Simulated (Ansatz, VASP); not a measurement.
**One calculation of K, two programs**

```
K
1.0
     0.00000    2.61250    2.61250
     2.61250    0.00000    2.61250
     2.61250    2.61250    0.00000
K
1
Direct
  0.00000 0.00000 0.00000
```

Change from the starting cell: volume scaled by 0.5, PAW files.

Alike in both runs: task single point; functional PBEsol; k mesh 11 × 11 × 11; occupations fermi-dirac, width 0.1 eV; no spin polarisation.

```csv
,VASP,Ansatz
version,VASP 6.6.1,Ansatz 0.2.0
potentials or method,"VASP PAW PBE potentials, release 64 (K_sv)","PAW with Ansatz's default frozen-core files, scalar-relativistic"
plane-wave cutoff (eV),520,420
valence electrons in the cell,9,9
```

|  | VASP | Ansatz | Ansatz less VASP |
| --- | --- | --- | --- |
| pressure (GPa) | 8.8 | 8.8 | -0.01 |

Caveats: the PAW data sets were made with another functional, which shifts forces and pressure a little (VASP).
